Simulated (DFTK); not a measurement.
SiC (Moissanite):

```
Si C
1.0
     3.07600    0.00000    0.00000
    -1.53800    2.66389    0.00000
     0.00000    0.00000    5.04800
Si C
2 2
Direct
  0.66667 0.33333 0.50000
  0.33333 0.66667 0.00000
  0.66667 0.33333 0.88500
  0.33333 0.66667 0.38500
```

Base run:

```yaml
Program: DFTK 0.8.2
Functional: PBEsol
Potentials_or_basis: dojo.nc.sr.pbesol.v0_4_1.standard.upf (PBEsol)
Cutoff: 1116 eV
k_mesh: 10 × 10 × 5
Occupations: fermi-dirac, width 0.05 eV
Spin: no spin polarisation
```

Its results: band gap on the k mesh 2.33 eV, indirect (least direct gap 3.96 eV); largest force 0.755 eV/Å.

Task: The run is repeated on the same cell with these changes: functional from PBEsol to LDA; potentials or basis from dojo.nc.sr.pbesol.v0_4_1.standard.upf (PBEsol) to cp2k.nc.sr.lda.v0_1.largecore.gth (LDA, GTH); cutoff from 1116 eV to 1143 eV. What comes out?

Result: Band gap on the k mesh 2.39 eV, indirect (least direct gap 4.00 eV); largest force 0.709 eV/Å.

Caveats: an odd mesh through Γ misses points on the zone boundary, where band edges often lie (some runs); the mesh misses the band edges, which the band path finds closer together (some runs).

Not every run made on this cell is shown here.
